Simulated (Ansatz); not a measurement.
The cell is COD entry 2300612, as deposited and not checked against the literature; nothing was relaxed. The listed cell was then made from it by scaling, straining or moving an atom.

ZrO2: DFT, PBEsol, PAW with Ansatz's default frozen-core files, scalar-relativistic (Ansatz 0.2.0). What sets it apart from a plain run of this crystal: volume scaled by 1.06.

Command: `ansatz run input.yaml --threads 2 --pin off --max-ram 8192MiB --backend cpu --events-out ev --progress --plain --runs-dir out` The run took 4 s on 2 threads of Arm Neoverse V1 (shared host), peak memory 0.41 GiB.

```yaml
crystal:
  lattice:
    - [3.6666296707, 0.0, 0.0]
    - [0.0, 3.6666296707, 0.0]
    - [0.0, 0.0, 5.2785355817]
  atoms:
    - { symbol: Zr, position: [0.0, 0.0, 0.0] }
    - { symbol: Zr, position: [0.5, 0.5, 0.5] }
    - { symbol: O, position: [0.0, 0.5, 0.203] }
    - { symbol: O, position: [0.0, 0.5, 0.703] }
    - { symbol: O, position: [0.5, 0.0, 0.297] }
    - { symbol: O, position: [0.5, 0.0, 0.797] }
kpoints:
  mp_grid: { grid: [6, 6, 4] }
scf:
  occupations: { method: fermi_dirac, width: 0.01 }
hamiltonian:
  xc: pbesol
  pseudopotentials: { kind: paw }
output:
  forces: true
  stress: true
  eigenvalues: true
  efg: { contact_densities: true }
  write_density: true
  write_potential: true
  elf: true
  volumetric_format: npy
```

Output (standing set-up lines are left out):

```
Crystal: 6 atoms, lattice volume = 70.966 Å³
Basis set: ecut = 420 eV, 1409 PW (Γ), exchange–correlation on 50×50×72 points (8 copies of the dense FFT grid, shifted against one another)
SCF iter   1: F=—  HF=-10511.213071 eV  |F-HF|=—  |Δ(HF+E_count)|=         —  Δρ=1.78e-2  dr2=1.88e-1  ethr=1.77e-3  ⟨swp⟩=5.5  Hψ=3664  notcnv=0
preconditioner: auto → Resta (q_TF=auto, 2.556 Å⁻¹)  ε∞=4.2  [insulator: Δε(μ)=3.554 eV  Ē_g=16.227 eV  σ=0.010 eV  W_gap=1.00  n_scr=20 (ndim 8)  ℏωp=29.2 eV  f_vac=0.024  D(μ)=0.00/eV (n_scr^D=0)  ε∞_Penn≈4.2]
SCF iter   2: F=—  HF=-10511.171112 eV  |F-HF|=—  |Δ(HF+E_count)|=   4.20e-2  Δρ=5.12e-3  dr2=1.30e-2  ethr=3.91e-4  ⟨swp⟩=2.0  Hψ=1604  notcnv=0  defer=60
SCF iter   3: F=—  HF=-10511.168461 eV  |F-HF|=—  |Δ(HF+E_count)|=   2.65e-3  Δρ=1.77e-3  dr2=1.58e-3  ethr=2.70e-5  ⟨swp⟩=2.0  Hψ=1318  notcnv=0  defer=60
SCF iter   4: F=—  HF=-10511.168339 eV  |F-HF|=—  |Δ(HF+E_count)|=   1.23e-4  Δρ=2.75e-4  dr2=7.09e-5  ethr=3.30e-6  ⟨swp⟩=2.0  Hψ=1614  notcnv=0  defer=60
SCF iter   5: F=—  HF=-10511.168390 eV  |F-HF|=—  |Δ(HF+E_count)|=   5.16e-5  Δρ=7.48e-5  dr2=4.04e-6  ethr=1.48e-7  ⟨swp⟩=2.0  Hψ=1230  notcnv=0  defer=60
SCF iter   6: F=—  HF=-10511.168392 eV  |F-HF|=—  |Δ(HF+E_count)|=   2.02e-6  Δρ=1.26e-5  dr2=1.06e-7  ethr=8.42e-9  ⟨swp⟩=2.0  Hψ=1185  notcnv=0  defer=60
SCF iter   7: F=-10511.168392 eV  HF=-10511.168392 eV  |F-HF|=2.17e-9  |Δ(HF+E_count)|=   1.60e-7  Δρ=2.91e-6  dr2=3.56e-9  ethr=2.08e-10  ⟨swp⟩=11.9  Hψ=5663  notcnv=0
SCF 1 converged in 7 iterations: F = -10511.168392 eV  dr2 = 3.56e-9
  greatest PAW one-centre occupation: 0.996 electrons in one spin orbital (limit 2), on the Zr atom at site 1 (counted from 0), in its partial waves of l = 0
SCF converged after 7 iterations
Free energy (F): -10511.168392 eV
Harris-Foulkes:  -10511.168392 eV  (|F-HF|=2.17e-9)
Internal energy: -10511.168392 eV  (E = F + TS)
E sigma→0 (E₀):  -10511.168392 eV
Fermi energy:    12.171251 eV
--- Per-component energies (eV) ---
  E_band       = -184.487025
  E_kinetic    = 1361.855107
  E_local      = -2412.234192  (includes V_loc(G=0)·N_el)
  E_nonlocal   = 347.016079
  E_hartree    = 788.546742
  E_xc         = -614.162943
  E_vxc        = -757.022929  (∫ρ·V_xc dr)
  E_paw        = -6405.950859  (= ΣΔE_a)
  E_vpaw       = -301.205236  (= ΣTr[D̂ρ^β])
  E_aug_tail   = 0.009896  (compensation charges beyond the density's cutoff)
  E_ewald      = -3576.720814
  E_core_change = 0.472593  (= ΣΔE_core)
  E_smearing   = -0.000000  (= −TS)
  E_closure    = -0.000000  (closes the sum)
  Σ components = -10511.168392   (vs F -10511.168392, Δ=0.00e0)
--- Forces (eV/Å), atoms counted from 1 ---
  atom   1  Zr     0.00000000     0.00000000     0.00000000
  atom   2  Zr     0.00000000     0.00000000    -0.00000000
  atom   3  O      0.00000000     0.00000000    -0.30992362
  atom   4  O      0.00000000     0.00000000    -0.30992362
  atom   5  O      0.00000000     0.00000000     0.30992362
  atom   6  O      0.00000000     0.00000000     0.30992362
  max |Σ_I F_I| component: 1.11e-16 eV/Å
--- Stress (GPa, compression-positive) ---
      -15.037978       0.000000       0.000000
        0.000000     -15.037978       0.000000
        0.000000       0.000000     -12.813471
  P = ⅓ Tr σ = -14.2965 GPa (-142.965 kbar)
--- PAW observables at the nuclei: V_zz in 10²¹ V/m², potentials from the cell's mean, atoms counted from 1 ---
  atom   1  Zr V_zz =    +4.515780   η = 0.0000   by run symmetry: allowed
            electrostatic potential = -5924.867822 V   contact ρ = 489718.739416 e/Å³
  atom   2  Zr V_zz =    +4.515780   η = 0.0000   by run symmetry: allowed
            electrostatic potential = -5924.867822 V   contact ρ = 489718.739416 e/Å³
  atom   3  O  V_zz =    +0.738018   η = 0.0671   by run symmetry: allowed
            electrostatic potential = -627.086942 V   contact ρ = 2143.432207 e/Å³
  atom   4  O  V_zz =    +0.738018   η = 0.0671   by run symmetry: allowed
            electrostatic potential = -627.086942 V   contact ρ = 2143.432207 e/Å³
  atom   5  O  V_zz =    +0.738018   η = 0.0671   by run symmetry: allowed
            electrostatic potential = -627.086942 V   contact ρ = 2143.432207 e/Å³
  atom   6  O  V_zz =    +0.738018   η = 0.0671   by run symmetry: allowed
            electrostatic potential = -627.086942 V   contact ρ = 2143.432207 e/Å³
--- Band table (eV; the first three rows and the last of 30) ---
  k-point 0: bands = ["-37.3027", "-37.2612", "-15.7453", "-15.3102", "-15.3102", "-15.2188", "-15.1857", "-15.1857", "-7.0044", "-5.8081", "-5.3211", "-4.9177", "5.4888", "5.8620", "5.9916", "5.9916", "7.8691", "7.8691", "9.0384", "9.0384", "9.7815", "10.1702", "10.1979", "10.1979", "14.0519", "14.5030", "15.0893", "15.2011", "16.3897", "16.6176"]
  k-point 1: bands = ["-37.2967", "-37.2673", "-15.6755", "-15.3042", "-15.2922", "-15.2922", "-15.2041", "-15.2041", "-6.7746", "-5.6901", "-5.5951", "-5.0587", "5.9806", "6.1496", "6.1496", "6.3844", "7.3535", "7.3535", "8.9014", "9.3410", "9.4485", "9.4485", "10.2385", "10.2385", "14.1973", "14.7147", "15.0048", "15.1293", "17.0706", "17.4161"]
  k-point 2: bands = ["-37.2820", "-37.2820", "-15.4976", "-15.4976", "-15.2513", "-15.2513", "-15.2453", "-15.2453", "-6.2045", "-6.2045", "-5.3875", "-5.3875", "6.5159", "6.5159", "6.7531", "6.7531", "7.2811", "7.2811", "7.7327", "7.7327", "9.7354", "9.7354", "10.2781", "10.2781", "14.5762", "14.5762", "15.0761", "15.0761", "18.1117", "18.1117"]
  k-point 29: bands = ["-37.2568", "-37.2568", "-15.5860", "-15.5860", "-15.5860", "-15.5860", "-15.3338", "-15.3338", "-5.4058", "-5.4058", "-5.4058", "-5.4058", "6.2024", "6.2024", "6.4751", "6.4751", "8.5250", "8.5250", "8.5250", "8.5250", "8.9618", "8.9618", "10.2566", "10.2566", "15.1106", "15.1106", "15.5006", "15.5006", "16.3372", "16.3372"]
```
